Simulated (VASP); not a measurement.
The system is Rh.

```
Rh
1.0
     2.69235    0.00000    0.00000
    -1.34617    2.33164    0.00000
     0.00000    0.00000    4.39661
Rh
2
Cartesian
  0.0000 1.5544 1.0992
  1.3462 0.7772 3.2975
```

This isn't the form of Rh at room conditions, which is fcc.

* Program: VASP 6.6.1
* Task: relaxation of cell and atoms
* Functional: RPBE
* Potentials or basis: VASP PAW PBE potentials, release 64 (Rh_pv)
* Cutoff: 600 eV
* k mesh: 18 × 18 × 10
* Occupations: gaussian, width 0.1 eV
* Spin: no spin polarisation

At the start: pressure 10.4 GPa; volume 13.80 Å³/atom.

**Question.** Where does the relaxation end?

**Answer.** Over 6 steps the energy falls by 18.9 meV/atom and the volume is 14.36 Å³/atom (+4.0 %); space group P6_3/mmc (No. 194, to 0.05 Å).

Step by step:
```tsv
step	energy change (eV)	largest force (eV/Å)	pressure (GPa)	volume (Å³)
1	0.0000	0.0000	10.40	27.60
2	0.1079	0.0000	-16.26	31.33
3	-0.0363	0.0000	-0.48	28.77
4	-0.0364	0.0000	-0.21	28.74
5	-0.0378	0.0000	-0.01	28.72
6	-0.0378	0.0000	0.02	28.72
```

Final structure:
```xyz
2
Lattice="2.7416 0.0000 0.0000 -1.3708 2.3743 0.0000 0.0000 0.0000 4.4114" Properties=species:S:1:pos:R:3 pbc="T T T"
Rh    0.0000    1.5829    1.1029
Rh    1.3708    0.7914    3.3086
```

Caveat: the PAW data sets were made with another functional, which shifts forces and pressure a little.
